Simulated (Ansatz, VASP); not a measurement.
## Two plane-wave programs on MgO2

```
Mg O
1.0
     4.77403    0.00000    0.00000
     0.00000    4.77403    0.00000
     0.00000    0.00000    4.77403
Mg O
4 8
Cartesian
  0.0000 2.3870 2.3870
  2.3870 2.3870 0.0000
  2.3870 0.0000 2.3870
  0.0000 0.0000 0.0000
  1.9643 0.4227 4.3513
  0.4227 4.3513 1.9643
  4.3513 1.9643 0.4227
  2.8097 2.8097 2.8097
  1.9643 1.9643 1.9643
  0.4227 2.8097 4.3513
  4.3513 0.4227 2.8097
  2.8097 4.3513 0.4227
```

Alike in both runs: functional LDA; k mesh 5 × 5 × 5; no spin polarisation.

Ansatz relaxed the structure, and its values are those at the end. VASP's run is a single point on that final structure, the one shown.

|  | VASP | Ansatz |
| --- | --- | --- |
| version | VASP 6.6.1 | Ansatz 0.2.0 |
| potentials or method | VASP PAW LDA potentials, release 64 (Mg, O) | scalar-relativistic, plane waves, PAW |
| plane-wave cutoff (eV) | 520 | 600 |
| occupations | gaussian, width 0.01 eV | fixed |
| valence electrons in the cell | 56 | 88 |

```tsv
	VASP	Ansatz	Ansatz less VASP
gap on the k mesh at the Fermi level (eV)	4.10	4.13	+0.036
least direct gap on the mesh (eV)	4.21	4.25	+0.036
pressure (GPa)	-0.6	0.0	+0.57
rms of the force components (eV/Å)	0.140	0.000	-0.1395
```

One of these differences is far larger than is usual between the two programs; its cause wasn't traced. The two sets of potentials don't hold the same shells in valence.

Caveats: an odd mesh through Γ misses points on the zone boundary, where band edges often lie.
